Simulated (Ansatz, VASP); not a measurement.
**Au in VASP and in Ansatz**

Contents of INCAR:

```
PREC = Accurate
ENCUT = 600
EDIFF = 1E-6
ISMEAR = 0
SIGMA = 0.1
LREAL = False
LASPH = True
NELM = 60
ALGO = Normal
ISIF = 3
LWAVE = False
LCHARG = False
GGA = PE
IVDW = 12
IBRION = 2
NSW = 100
EDIFFG = -0.002
```

KPOINTS

```
Automatic mesh
0
Gamma
  18 18 18
```

POSCAR

```
Au
1.0
    0.0000000000      2.0585000000      2.0585000000
    2.0585000000      0.0000000000      2.0585000000
    2.0585000000      2.0585000000      0.0000000000
Au
1
Direct
    0.0000000000      0.0000000000      0.0000000000
```

Input for Ansatz:

```yaml
crystal:
  lattice:
    - [0.0, 2.0585, 2.0585]
    - [2.0585, 0.0, 2.0585]
    - [2.0585, 2.0585, 0.0]
  atoms:
    - { symbol: Au, position: [0.0, 0.0, 0.0] }
basis:
  ecutwfc: 420
kpoints:
  mp_grid: { grid: [18, 18, 18] }
hamiltonian:
  xc: pbe
  dispersion: d3bj
  pseudopotentials: { kind: paw, azcp: { folder: soft_1 } }
scf:
  occupations: { method: gaussian, width: 0.1 }
output:
  forces: true
  stress: true
  eigenvalues: true
relax:
  adjacent_minimum: "off"
  f_tol: 0.002
  max_steps: 80
  cell: { stress_tol: 0.02 }
```

Alike in both runs: task relaxation of cell and atoms; functional PBE; dispersion D3(BJ); k mesh 18 × 18 × 18; occupations gaussian, width 0.1 eV; no spin polarisation.

|  | VASP | Ansatz |
| --- | --- | --- |
| version | VASP 6.6.1 | Ansatz 0.2.0 |
| potentials or method | VASP PAW PBE potentials, release 64 (Au) | scalar-relativistic, plane waves, PAW |
| plane-wave cutoff (eV) | 600 | 420 |
| valence electrons in the cell | 11 | 19 |

Ansatz gave:

```
gap on the k mesh at the Fermi level, each at its own relaxed structure (eV) : none
relaxed volume (Å³/atom)                                                     : 17.27
relaxed cell length with the largest relative difference (Å)                 : 2.901
energy change over the relaxation (meV/atom)                                 : -1
```

**Question.** What did VASP give for the same quantities?

**Answer.** gap on the k mesh at the Fermi level, each at its own relaxed structure (eV): none; relaxed volume (Å³/atom): 17.25; relaxed cell length with the largest relative difference (Å): 2.900; energy change over the relaxation (meV/atom): -1.

A gap of «none» marks a metal or a gap that the smearing closes. The two sets of potentials don't hold the same shells in valence.

Caveats: pairwise dispersion overbinds metals, which lowers pressure and volume. Spin-orbit coupling is left out, which matters for the levels of Au.
